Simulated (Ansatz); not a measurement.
Point defect: B on a P site in BP

Method: DFT PBE, scalar-relativistic, plane waves, PAW in Ansatz. Settings: 420 eV cutoff, 2×2×2 k-mesh, shifted by half a step, Gaussian smearing of 0.01 eV, collinear spin in charge -1 alone.

Host crystal, relaxed:

```xyz
2
Lattice="0.0000 2.2741 2.2741 2.2741 0.0000 2.2741 2.2741 2.2741 0.0000" Properties=species:S:1:pos:R:3 pbc="T T T"
B     0.0000    0.0000    0.0000
P     1.1370    1.1370    1.1370
```

Supercell of 32 atoms, rows in host cell vectors: 1 -3 1; -3 1 1; 1 1 -3. Atoms relax at the host's cell, keeping the symmetry that the supercell leaves at the site. The cell is small, so energies carry finite-size errors of tenths of an eV. The host's Kohn–Sham gap is 1.25 eV. Atoms are taken from and returned to the elements' standard states. Charged cells are corrected for image charges with the computed static dielectric tensor (mean 9.3) and aligned with the host's potential at far atoms (alignment terms reach 0.60 eV; the program doubts the alignment in some charges, where it is up to 0.60 eV). No band-filling term is added, and the Fermi level counts from the host's valence band top.

Defect: B on a P site set at (0.250, 0.250, 0.250) of the host cell. Before relaxation its nearest neighbours are 4 B at 1.97 Å.

| charge | E_f at the valence band top (eV) | over the neutral state (eV) | moment (μB) | largest move (Å) | atoms near the site |
| --- | --- | --- | --- | --- | --- |
| 0 | 4.07 | 0.00 | 0.00 | 0.11 | 4 B at 1.86 Å |
| -1 | 3.83 | -0.25 | 0.50 | 0.13 | 4 B at 1.84 Å |
| -2 | 4.35 | 0.27 | 0.00 | 0.15 | 4 B at 1.82 Å |

Among the charges computed the stable one is -1 at the valence band top, changing to -2 at 0.52 eV. In charge 0 the extra carrier would gain by moving to a band edge of the host, so it isn't bound in the gap, though by less than the errors named above. In charge 0, -1 the cell has partly filled bands: a level of the defect may be part filled, the carrier may sit in the host's bands, or levels may cross between the k points, so transitions that involve it are doubtful. Fractional moments come from partly filled bands of the small cell.